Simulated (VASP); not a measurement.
## NaH13O7: single point with PBE+D3(BJ)

NaH13O7:

```
CELL_PARAMETERS angstrom
6.62822 0.00000 0.00000
0.00000 6.62822 0.00000
0.00000 0.00000 6.62822
ATOMIC_POSITIONS crystal
O 0.27786 0.45309 0.09657
O 0.88757 0.51552 0.98970
O 0.18889 0.98476 0.64797
O 0.42385 0.68990 0.81706
O 0.45335 0.28901 0.66172
O 0.75041 0.57545 0.52691
O 0.73573 0.17151 0.93208
H 0.13449 0.45809 0.07109
H 0.31481 0.33608 0.01418
H 0.83418 0.57278 0.11368
H 0.80364 0.38576 0.95465
H 0.19153 0.92859 0.50985
H 0.26810 0.10322 0.64919
H 0.34512 0.80512 0.77075
H 0.38092 0.65117 0.95285
H 0.40724 0.42278 0.70696
H 0.56486 0.24922 0.76404
H 0.87198 0.48927 0.54773
H 0.66049 0.47112 0.57975
H 0.67157 0.13670 0.06014
Na 0.73198 0.83061 0.78481
```

The cell was built by a generator and needn't be a form met in nature.

```json
{"Program": "VASP 6.6.1", "Task": "single point", "Functional": "PBE", "Dispersion": "D3(BJ)", "Potentials or basis": "VASP PAW PBE potentials, release 64 (O, H, Na_pv)", "Cutoff": "520 eV", "k mesh": "1 × 1 × 1", "Occupations": "fermi-dirac, width 0.05 eV", "Spin": "no spin polarisation", "Dipole correction": "no", "Further INCAR settings": "LREAL = Auto; ALGO = Fast; EDIFF = 1e-06; NBANDS = 47"}
```

| Quantity | Value |
| --- | --- |
| Pressure | 0.4 GPa |
| Largest force | 3.235 eV/Å |
| Band gap on the k mesh | 3.33 eV, direct |
| Dispersion energy per atom | -0.032 eV |

Forces on the atoms (eV/Å):
```
O    1.130 -0.640  0.297
O    0.053  0.749 -0.191
O   -1.574 -2.757 -0.622
O    0.906 -0.028 -0.312
O    0.564  0.053  0.328
O    1.486 -0.958  0.172
O   -0.727 -0.270 -0.560
H   -1.494  0.396 -0.246
H    0.306  0.160  0.250
H   -0.175 -0.280  0.082
H    0.373 -0.426  0.574
H    0.056  0.532  0.710
H    1.496  2.150 -0.218
H   -0.851  0.422 -0.165
H   -0.519 -0.464  0.326
H   -0.048  0.157 -0.001
H   -0.300 -0.256  0.232
H   -0.075  1.047 -0.399
H   -1.254  0.033 -0.199
H    0.053  0.233 -0.173
Na   0.592  0.148  0.116
```

Stress tensor (GPa, compression positive):
```
 1.93  0.98 -0.90
 0.98 -0.42 -0.74
-0.90 -0.74 -0.35
```

Levels at points of the mesh, in eV from the valence-band top:
```tsv
k point	band 27	band 28	band 29	band 30	band 31	band 32	band 33	band 34	band 35	band 36
(0.00, 0.00, 0.00)	-1.58	-1.17	-1.13	-0.20	0.00	3.33	6.15	6.46	6.88	6.91
```

It took 23 s on 1 thread of AMD EPYC 9R45 (Zen 5), with other jobs on the host, peak memory 0.3 GiB.
